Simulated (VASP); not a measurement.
# InP (F-43m) in VASP: further runs, part 3 of 3

VASP 6.6.1. The steps go on from the part before.

### Step 6. G0W0 quasiparticle levels, PBE

The input, POSCAR:

```
InP
1.0
    0.0000000000      2.9305000000      2.9305000000
    2.9305000000      0.0000000000      2.9305000000
    2.9305000000      2.9305000000      0.0000000000
In P
1 1
Direct
    0.0000000000      0.0000000000      0.0000000000
    0.7500000000      0.7500000000      0.7500000000
```

The input, INCAR.step1:

```
  PREC = Accurate
  ENCUT = 450
  EDIFF = 1E-8
  ISMEAR = 0
  SIGMA = 0.01
  LREAL = F
  LASPH = T
  NELM = 60
  ALGO = Normal
  LWAVE = T
  LCHARG = F
  GGA = PE
```

The input, INCAR.step2:

```
  PREC = Accurate
  ENCUT = 450
  EDIFF = 1E-8
  ISMEAR = 0
  SIGMA = 0.01
  LREAL = F
  LASPH = T
  NELM = 1
  ALGO = Exact
  LWAVE = T
  LCHARG = F
  GGA = PE
  NBANDS = 24
  LOPTICS = T
  ISTART = 1
```

The input, INCAR.step3:

```
  PREC = Accurate
  ENCUT = 450
  EDIFF = 1E-8
  ISMEAR = 0
  SIGMA = 0.01
  LREAL = F
  LASPH = T
  ALGO = EVGW0
  LWAVE = F
  LCHARG = F
  GGA = PE
  NELMGW = 1
  NBANDS = 24
  ENCUTGW = 200
  NOMEGA = 48
  PRECFOCK = Fast
  ISTART = 1
  NBANDSGW = 17
```

The input, KPOINTS:

```
Automatic mesh
0
Gamma
  3 3 3
```

Potentials or basis: VASP PAW PBE potentials, release 64 (In_d_GW, P_GW).

Run with:

```sh
cat potpaw_PBE.64/In_d_GW/POTCAR potpaw_PBE.64/P_GW/POTCAR > POTCAR
cp INCAR.step1 INCAR
mpirun -np 1 vasp_std > vasp.out
cp INCAR.step2 INCAR
mpirun -np 1 vasp_std > vasp.out
cp INCAR.step3 INCAR
mpirun -np 1 vasp_std > vasp.out
```

OUTCAR:

```text
PREC = Accurate
   ENCUT = 450
   EDIFF = 1E-8
   ISMEAR = 0
   LREAL = F
   LASPH = T
   GGA = PE
   NELMGW = 1
   ENCUTGW = 200
   PRECFOCK = Fast
   ISTART = 1

 Found      4 irreducible k-points:

 Following reciprocal coordinates:
            Coordinates               Weight
  0.000000  0.000000  0.000000      1.000000
  0.333333  0.000000  0.000000      8.000000
  0.333333  0.333333  0.000000      6.000000
 -0.333333  0.333333  0.000000     12.000000
   k-points           NKPTS =      4   k-points in BZ     NKDIM =     27   number of bands    NBANDS=     24
   number of dos      NEDOS =    301   number of ions     NIONS =      2
   total plane-waves  NPLWV =  27000
   dimension x,y,z NGX =    30 NGY =   30 NGZ =   30
   dimension x,y,z NGXF=    60 NGYF=   60 NGZF=   60
   ions per type =               1   1
   NGX,Y,Z   is equivalent  to a cutoff of  12.03, 12.03, 12.03 a.u.
   NGXF,Y,Z  is equivalent  to a cutoff of  24.07, 24.07, 24.07 a.u.
 SYSTEM =  unknown system
   PREC   = accura    normal or accurate (medium, high low for compatibility)
   ISTART =      1    job   : 0-new  1-cont  2-samecut
   ICHARG =      0    charge: 1-file 2-atom 10-const
   ISPIN  =      1    spin polarized calculation?
   LNONCOLLINEAR =      F non collinear calculations
   LSORBIT =      F    spin-orbit coupling
   LASPH  =      T    aspherical Exc in radial PAW
   ENCUT  =  450.0 eV  33.07 Ry    5.75 a.u.   7.17  7.17  7.17*2*pi/ulx,y,z
   NELM   =     60;   NELMIN=  2; NELMDL=  0     # of ELM steps
   EDIFF  = 0.1E-07   stopping-criterion for ELM
   LREAL  =      F    real-space projection
   EDIFFG = 0.1E-06   stopping-criterion for IOM
   NSW    =      0    number of steps for IOM
   IBRION =     -1    ionic relax: 0-MD 1-quasi-New 2-CG
   NFREE  =      0    steps in history (QN), initial steepest desc. (CG)
   ISIF   =      0    stress and relaxation
   ISYM   =      3    0-nonsym 1-usesym 2-fastsym
   POTIM  = 0.5000    time-step for ionic-motion
   TEBEG  =    0.0;   TEEND  =   0.0 temperature during run
   PSTRESS=    0.0 pullay stress
   NELECT =      18.0000    total number of electrons
   NUPDOWN=      -1.0000    fix difference up-down
   EMIN   =  10.00;   EMAX   =-10.00  energy-range for DOS
   EFERMI =   0.00;   METHOD = LEGACY
   ISMEAR =     0;   SIGMA  =   0.01  broadening in eV -4-tet -1-fermi 0-gaus
   EFERMI_NEDOS =   21; number of points for ismear=-14 and -15
   IALGO  =     38    algorithm
   IMIX   =      4    mixing-type and parameters
     AMIX     =   0.40;   BMIX     =  1.00
     AMIX_MAG =   1.60;   BMIX_MAG =  1.00
  volume/ion in A,a.u.               =      25.17       169.83
  Fermi-wavevector in a.u.,A,eV,Ry     =   1.162021  2.195901 18.371846  1.350293
  Thomas-Fermi vector in A             =   2.298587
   LORBIT       =      0    0 simple, 1 ext, 2 COOP (PROOUT), +10 PAW based schemes
   GGA     = PE    functional components
   LHFCALC =     T    Hartree Fock is set to
   PRECFOCK=fast      Normal, Fast or Accurate (Low or Medium for compatibility)
   ENCUT4O =  -1.0   cutoff for four orbital integrals eV
   NKREDX  =     1    reduce k-point grid by
   NKREDY  =     1    reduce k-point grid by
   NKREDZ  =     1    reduce k-point grid by
   AEXX    =    1.0000 exact exchange contribution
   HFSCREEN=    0.0000 screening length (either q_TF or 0.3 A-1)
   HFSCREENC=   0.0000 screening length for correlation (either q_TF or 0.3 A-1)
   ENCUTFOCK=  -1.0 apply spherical cutoff to Coloumb kernel
   IVDW    =     0    specifies the selected vdW correction
   LEPSILON=     F    determine dielectric tensor
   LRPA    =     F    only Hartree local field effects (RPA)
   LRPAFORCE           =     F    calculate RPA forces
   ENCUTGW             = 200.0    cutoff for response function in eV
   ENCUTGWSOFT         = 160.0    soft cutoff for Coulomb kernel in GW response function in eV
   ENCUTLF             =  -1.0    cutoff for local field effects
   NELMGW              =     1    number of iterations in solving QP/BSE equation
   NELMHF              =     1    number of iterations in the inner HF iteration
   NKREDLFX            =     1    NKREDLFY  =   1   NKREDLFZ  =   1
 non-spin polarized calculation
 Gauss-broadening in eV      SIGMA  =   0.01
  energy-cutoff  :      450.00
  volume of cell :       50.33
 maximum number of plane-waves:      1113
 NGX is ok and might be reduce to    30
  NGX = 16; NGY = 16; NGZ = 16
   NGX = 15   NGY = 15   NGZ = 15
 maximum number of plane-waves:       332

 QP shifts <psi_nk| G(iteration)W_0 |psi_nk>: iteration 1
 for sc-GW calculations column KS-energies equals QP-energies in previous step
 and V_xc(KS)=  KS-energies - (<T + V_ion + V_H > + <T+V_H+V_ion>^1  + <V_x>^1)

 k-point   1 :       0.0000    0.0000    0.0000
  band No.  KS-energies  QP-energies   sigma(KS)   V_xc(KS)     V^pw_x(r,r')   Z            occupation Imag(sigma)

      1     -10.2933     -11.7979     -18.7220     -16.5967     -25.3298       0.7079       2.0000       0.4211
      2     -10.2933     -11.7979     -18.7220     -16.5967     -25.3298       0.7079       2.0000       0.4211
      3     -10.2933     -11.7979     -18.7220     -16.5967     -25.3298       0.7079       2.0000       0.4211
      4     -10.1476     -11.6797     -18.8465     -16.6813     -25.3437       0.7076       2.0000       0.3456
      5     -10.1476     -11.6797     -18.8465     -16.6813     -25.3437       0.7076       2.0000       0.3456
      6      -7.4965      -7.4080     -11.1597     -11.2915     -18.2328       0.6714       2.0000       1.3291
[... 9 lines left out ...]
     16      13.3900      14.6230      -8.6140     -10.2238      -4.5789       0.7659       0.0000      -0.3665
     17      15.1508      15.8261      -6.6790      -7.5434      -2.2265       0.7813       0.0000      -0.5759

 k-point   2 :       0.3333    0.0000    0.0000
  band No.  KS-energies  QP-energies   sigma(KS)   V_xc(KS)     V^pw_x(r,r')   Z            occupation Imag(sigma)

      1     -10.3780     -11.7943     -18.4325     -16.4123     -25.1398       0.7011       2.0000       0.4644
      2     -10.2619     -11.7731     -18.7585     -16.6269     -25.3500       0.7090       2.0000       0.4120
      3     -10.2619     -11.7731     -18.7585     -16.6269     -25.3500       0.7090       2.0000       0.4120
      4     -10.1406     -11.6740     -18.8539     -16.6925     -25.3595       0.7095       2.0000       0.3457
      5     -10.1406     -11.6740     -18.8539     -16.6925     -25.3595       0.7095       2.0000       0.3457
      6      -6.3726      -6.3201     -11.7249     -11.8032     -18.3664       0.6707       2.0000       1.0880
[... 9 lines left out ...]
     16      13.0533      14.1297      -8.2842      -9.6879      -4.1946       0.7669       0.0000      -0.3835
     17      17.8490      19.2232      -7.7163      -9.4725      -3.1524       0.7825       0.0000      -0.8449

 k-point   3 :       0.3333    0.3333    0.0000
  band No.  KS-energies  QP-energies   sigma(KS)   V_xc(KS)     V^pw_x(r,r')   Z            occupation Imag(sigma)

      1     -10.4311     -11.8266     -18.3665     -16.3704     -25.1035       0.6991       2.0000       0.4810
      2     -10.2169     -11.7360     -18.8260     -16.6866     -25.4095       0.7101       2.0000       0.4015
      3     -10.2169     -11.7360     -18.8260     -16.6866     -25.4095       0.7101       2.0000       0.4015
      4     -10.1839     -11.7035     -18.7689     -16.6154     -25.2746       0.7057       2.0000       0.3544
      5     -10.1216     -11.6567     -18.8705     -16.7115     -25.3767       0.7110       2.0000       0.3405
      6      -5.9901      -5.9417     -11.8143     -11.8862     -18.3062       0.6720       2.0000       1.0216
[... 9 lines left out ...]
     16      17.3369      18.4703      -7.2055      -8.6493      -2.7486       0.7850       0.0000      -0.7006
     17      18.1419      19.6164      -8.5893     -10.4773      -3.7866       0.7810       0.0000      -0.9651

 k-point   4 :      -0.3333    0.3333    0.0000
  band No.  KS-energies  QP-energies   sigma(KS)   V_xc(KS)     V^pw_x(r,r')   Z            occupation Imag(sigma)

      1     -10.4273     -11.8019     -18.3279     -16.3602     -25.0946       0.6986       2.0000       0.4906
      2     -10.2338     -11.7493     -18.7876     -16.6457     -25.3601       0.7075       2.0000       0.3940
      3     -10.2152     -11.7354     -18.8247     -16.6896     -25.4093       0.7120       2.0000       0.4034
      4     -10.1613     -11.6865     -18.8153     -16.6576     -25.3237       0.7069       2.0000       0.3488
      5     -10.1358     -11.6685     -18.8489     -16.6908     -25.3551       0.7102       2.0000       0.3431
      6      -5.2478      -5.1950     -12.3434     -12.4209     -18.6366       0.6815       2.0000       0.8999
[... 9 lines left out ...]
     16      17.1145      18.3049      -7.5974      -9.1332      -3.0451       0.7751       0.0000      -0.6785
     17      17.9822      19.3002      -7.8981      -9.6032      -3.1822       0.7729       0.0000      -0.8400
```

Wall time 35 s (1 thread of Intel Xeon 6975P-C (Granite Rapids), shared host); peak memory 0.33 GiB.

These settings aren't checked as converged: the numbers below hold their error.

Results:

| Property | Result |
| --- | --- |
| Band gap on the k mesh, mean-field level | 0.67 eV, direct |
| Quasiparticle gap | 1.39 eV |
| Least direct quasiparticle gap | 1.39 eV |

Caveat: the k mesh is coarse (spacing up to 0.62 Å⁻¹), so the values aren't converged; bands, screening cutoff and mesh are small and nothing is extrapolated, so the quasiparticle values aren't converged; spin-orbit coupling is left out, which moves the levels of the heavy elements.

### Step 7. How close it comes

Step 3. A measured gap of InP is 1.4236 eV (direct; 1.6 K; a printed reference work, data compilation); the calculated 1.26 eV misses it by -0.16 eV. Spin-orbit coupling on In is left out. The value is that of G0W0 on PBE, without temperature or zero-point motion.
